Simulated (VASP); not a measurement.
Wanted: the native input for a VASP 6.6.1 run.

| Quantity | Value |
| --- | --- |
| Task | single point |
| Functional | PBE |
| Potentials or basis | VASP PAW PBE potentials, release 64 (C) |
| Cutoff | 450 eV |
| k mesh | 1 × 1 × 1 |
| Occupations | fermi-dirac, width 0.05 eV |
| Spin | no spin polarisation |
| Further INCAR settings | ALGO = Fast; EDIFF = 1e-07 |

The structure of C lies in POSCAR:

```
C
1.0
   10.7160000000      0.0000000000      0.0000000000
    0.0000000000     10.7160000000      0.0000000000
    0.0000000000      0.0000000000     10.7160000000
C
216
Direct
    0.6666666667      0.0000000000      0.0000000000
    0.8333333333      0.1666666667      0.0000000000
    0.8333333333      0.0000000000      0.1666666667
    0.3333333333      0.0000000000      0.0000000000
    0.5000000000      0.1666666667      0.0000000000
    0.6666666667      0.3333333333      0.0000000000
    0.8333333333      0.5000000000      0.0000000000
    0.5000000000      0.0000000000      0.1666666667
    0.6666666667      0.1666666667      0.1666666667
    0.8333333333      0.3333333333      0.1666666667
    0.6666666667      0.0000000000      0.3333333333
    0.8333333333      0.1666666667      0.3333333333
    0.8333333333      0.0000000000      0.5000000000
    0.0000000000      0.0000000000      0.0000000000
    0.1666666667      0.1666666667      0.0000000000
    0.3333333333      0.3333333333      0.0000000000
    0.5000000000      0.5000000000      0.0000000000
    0.6666666667      0.6666666667      0.0000000000
    0.8333333333      0.8333333333      0.0000000000
    0.1666666667      0.0000000000      0.1666666667
    0.3333333333      0.1666666667      0.1666666667
    0.5000000000      0.3333333333      0.1666666667
    0.6666666667      0.5000000000      0.1666666667
    0.8333333333      0.6666666667      0.1666666667
    0.3333333333      0.0000000000      0.3333333333
    0.5000000000      0.1666666667      0.3333333333
    0.6666666667      0.3333333333      0.3333333333
    0.8333333333      0.5000000000      0.3333333333
    0.5000000000      0.0000000000      0.5000000000
    0.6666666667      0.1666666667      0.5000000000
    0.8333333333      0.3333333333      0.5000000000
    0.6666666667      0.0000000000      0.6666666667
    0.8333333333      0.1666666667      0.6666666667
    0.8333333333      0.0000000000      0.8333333333
    0.0000000000      0.3333333333      0.0000000000
    0.1666666667      0.5000000000      0.0000000000
    0.3333333333      0.6666666667      0.0000000000
    0.5000000000      0.8333333333      0.0000000000
    1.0000000000      0.1666666667      0.1666666667
    0.1666666667      0.3333333333      0.1666666667
    0.3333333333      0.5000000000      0.1666666667
    0.5000000000      0.6666666667      0.1666666667
    0.6666666667      0.8333333333      0.1666666667
    0.0000000000      0.0000000000      0.3333333333
    0.1666666667      0.1666666667      0.3333333333
    0.3333333333      0.3333333333      0.3333333333
    0.5000000000      0.5000000000      0.3333333333
    0.6666666667      0.6666666667      0.3333333333
    0.8333333333      0.8333333333      0.3333333333
    0.1666666667      0.0000000000      0.5000000000
    0.3333333333      0.1666666667      0.5000000000
    0.5000000000      0.3333333333      0.5000000000
    0.6666666667      0.5000000000      0.5000000000
    0.8333333333      0.6666666667      0.5000000000
    0.3333333333      0.0000000000      0.6666666667
    0.5000000000      0.1666666667      0.6666666667
    0.6666666667      0.3333333333      0.6666666667
    0.8333333333      0.5000000000      0.6666666667
    0.5000000000      0.0000000000      0.8333333333
    0.6666666667      0.1666666667      0.8333333333
    0.8333333333      0.3333333333      0.8333333333
    0.0000000000      0.6666666667      0.0000000000
    0.1666666667      0.8333333333      0.0000000000
    1.0000000000      0.5000000000      0.1666666667
    0.1666666667      0.6666666667      0.1666666667
    0.3333333333      0.8333333333      0.1666666667
    1.0000000000      0.3333333333      0.3333333333
    0.1666666667      0.5000000000      0.3333333333
    0.3333333333      0.6666666667      0.3333333333
    0.5000000000      0.8333333333      0.3333333333
    1.0000000000      0.1666666667      0.5000000000
    0.1666666667      0.3333333333      0.5000000000
    0.3333333333      0.5000000000      0.5000000000
    0.5000000000      0.6666666667      0.5000000000
    0.6666666667      0.8333333333      0.5000000000
    0.0000000000      0.0000000000      0.6666666667
    0.1666666667      0.1666666667      0.6666666667
    0.3333333333      0.3333333333      0.6666666667
    0.5000000000      0.5000000000      0.6666666667
    0.6666666667      0.6666666667      0.6666666667
    0.8333333333      0.8333333333      0.6666666667
    0.1666666667      0.0000000000      0.8333333333
    0.3333333333      0.1666666667      0.8333333333
    0.5000000000      0.3333333333      0.8333333333
    0.6666666667      0.5000000000      0.8333333333
    0.8333333333      0.6666666667      0.8333333333
    1.0000000000      0.8333333333      0.1666666667
    1.0000000000      0.6666666667      0.3333333333
    0.1666666667      0.8333333333      0.3333333333
    1.0000000000      0.5000000000      0.5000000000
    0.1666666667      0.6666666667      0.5000000000
    0.3333333333      0.8333333333      0.5000000000
    1.0000000000      0.3333333333      0.6666666667
    0.1666666667      0.5000000000      0.6666666667
    0.3333333333      0.6666666667      0.6666666667
    0.5000000000      0.8333333333      0.6666666667
    1.0000000000      0.1666666667      0.8333333333
    0.1666666667      0.3333333333      0.8333333333
    0.3333333333      0.5000000000      0.8333333333
    0.5000000000      0.6666666667      0.8333333333
    0.6666666667      0.8333333333      0.8333333333
    1.0000000000      0.8333333333      0.5000000000
    1.0000000000      0.6666666667      0.6666666667
    0.1666666667      0.8333333333      0.6666666667
    1.0000000000      0.5000000000      0.8333333333
    0.1666666667      0.6666666667      0.8333333333
    0.3333333333      0.8333333333      0.8333333333
    1.0000000000      0.8333333333      0.8333333333
    0.7500000000      0.0833333333      0.0833333333
    0.9166666667      0.2500000000      0.0833333333
    0.9166666667      0.0833333333      0.2500000000
    0.4166666667      0.0833333333      0.0833333333
    0.5833333333      0.2500000000      0.0833333333
    0.7500000000      0.4166666667      0.0833333333
    0.9166666667      0.5833333333      0.0833333333
    0.5833333333      0.0833333333      0.2500000000
    0.7500000000      0.2500000000      0.2500000000
    0.9166666667      0.4166666667      0.2500000000
    0.7500000000      0.0833333333      0.4166666667
    0.9166666667      0.2500000000      0.4166666667
    0.9166666667      0.0833333333      0.5833333333
    0.0833333333      0.0833333333      0.0833333333
    0.2500000000      0.2500000000      0.0833333333
    0.4166666667      0.4166666667      0.0833333333
    0.5833333333      0.5833333333      0.0833333333
    0.7500000000      0.7500000000      0.0833333333
    0.9166666667      0.9166666667      0.0833333333
    0.2500000000      0.0833333333      0.2500000000
    0.4166666667      0.2500000000      0.2500000000
    0.5833333333      0.4166666667      0.2500000000
    0.7500000000      0.5833333333      0.2500000000
    0.9166666667      0.7500000000      0.2500000000
    0.4166666667      0.0833333333      0.4166666667
    0.5833333333      0.2500000000      0.4166666667
    0.7500000000      0.4166666667      0.4166666667
    0.9166666667      0.5833333333      0.4166666667
    0.5833333333      0.0833333333      0.5833333333
    0.7500000000      0.2500000000      0.5833333333
    0.9166666667      0.4166666667      0.5833333333
    0.7500000000      0.0833333333      0.7500000000
    0.9166666667      0.2500000000      0.7500000000
    0.9166666667      0.0833333333      0.9166666667
    0.0833333333      0.4166666667      0.0833333333
    0.2500000000      0.5833333333      0.0833333333
    0.4166666667      0.7500000000      0.0833333333
    0.5833333333      0.9166666667      0.0833333333
    0.0833333333      0.2500000000      0.2500000000
    0.2500000000      0.4166666667      0.2500000000
    0.4166666667      0.5833333333      0.2500000000
    0.5833333333      0.7500000000      0.2500000000
    0.7500000000      0.9166666667      0.2500000000
    0.0833333333      0.0833333333      0.4166666667
    0.2500000000      0.2500000000      0.4166666667
    0.4166666667      0.4166666667      0.4166666667
    0.5833333333      0.5833333333      0.4166666667
    0.7500000000      0.7500000000      0.4166666667
    0.9166666667      0.9166666667      0.4166666667
    0.2500000000      0.0833333333      0.5833333333
    0.4166666667      0.2500000000      0.5833333333
    0.5833333333      0.4166666667      0.5833333333
    0.7500000000      0.5833333333      0.5833333333
    0.9166666667      0.7500000000      0.5833333333
    0.4166666667      0.0833333333      0.7500000000
    0.5833333333      0.2500000000      0.7500000000
    0.7500000000      0.4166666667      0.7500000000
    0.9166666667      0.5833333333      0.7500000000
    0.5833333333      0.0833333333      0.9166666667
    0.7500000000      0.2500000000      0.9166666667
    0.9166666667      0.4166666667      0.9166666667
    0.0833333333      0.7500000000      0.0833333333
    0.2500000000      0.9166666667      0.0833333333
    0.0833333333      0.5833333333      0.2500000000
    0.2500000000      0.7500000000      0.2500000000
    0.4166666667      0.9166666667      0.2500000000
    0.0833333333      0.4166666667      0.4166666667
    0.2500000000      0.5833333333      0.4166666667
    0.4166666667      0.7500000000      0.4166666667
    0.5833333333      0.9166666667      0.4166666667
    0.0833333333      0.2500000000      0.5833333333
    0.2500000000      0.4166666667      0.5833333333
    0.4166666667      0.5833333333      0.5833333333
    0.5833333333      0.7500000000      0.5833333333
    0.7500000000      0.9166666667      0.5833333333
    0.0833333333      0.0833333333      0.7500000000
    0.2500000000      0.2500000000      0.7500000000
    0.4166666667      0.4166666667      0.7500000000
    0.5833333333      0.5833333333      0.7500000000
    0.7500000000      0.7500000000      0.7500000000
    0.9166666667      0.9166666667      0.7500000000
    0.2500000000      0.0833333333      0.9166666667
    0.4166666667      0.2500000000      0.9166666667
    0.5833333333      0.4166666667      0.9166666667
    0.7500000000      0.5833333333      0.9166666667
    0.9166666667      0.7500000000      0.9166666667
    0.0833333333      0.9166666667      0.2500000000
    0.0833333333      0.7500000000      0.4166666667
    0.2500000000      0.9166666667      0.4166666667
    0.0833333333      0.5833333333      0.5833333333
    0.2500000000      0.7500000000      0.5833333333
    0.4166666667      0.9166666667      0.5833333333
    0.0833333333      0.4166666667      0.7500000000
    0.2500000000      0.5833333333      0.7500000000
    0.4166666667      0.7500000000      0.7500000000
    0.5833333333      0.9166666667      0.7500000000
    0.0833333333      0.2500000000      0.9166666667
    0.2500000000      0.4166666667      0.9166666667
    0.4166666667      0.5833333333      0.9166666667
    0.5833333333      0.7500000000      0.9166666667
    0.7500000000      0.9166666667      0.9166666667
    0.0833333333      0.9166666667      0.5833333333
    0.0833333333      0.7500000000      0.7500000000
    0.2500000000      0.9166666667      0.7500000000
    0.0833333333      0.5833333333      0.9166666667
    0.2500000000      0.7500000000      0.9166666667
    0.4166666667      0.9166666667      0.9166666667
    0.0833333333      0.9166666667      0.9166666667
```

The cell was built by a generator and needn't be a form met in nature.

These files were run (other wordings do the same):

INCAR

```
SYSTEM = C
PREC = Accurate
ENCUT = 450
EDIFF = 1E-7
ISMEAR = -1
SIGMA = 0.05
LREAL = .FALSE.
LASPH = .TRUE.
NELM = 80
ALGO = Fast
ISIF = 2
LWAVE = .FALSE.
LCHARG = .FALSE.
GGA = PE
```

KPOINTS

```
regular mesh
0
G
  1 1 1
  0 0 0
```

Potentials or basis: VASP PAW PBE potentials, release 64 (C).

Launch:

```console
$ cat potpaw_PBE.64/C/POTCAR > POTCAR
$ mpirun -np 1 vasp_std > vasp.out
```

Results of the run:

```yaml
Band_gap_on_the_k_mesh: 4.14 eV
```

Caveat: the k mesh is coarse (spacing up to 0.59 Å⁻¹), so the values aren't converged; an odd mesh through Γ misses points on the zone boundary, where band edges often lie.

Wall time 50 min on 1 thread of Intel(R) Xeon(R) 6975P-C (Granite Rapids) (shared host), peak memory 1.2 GiB.
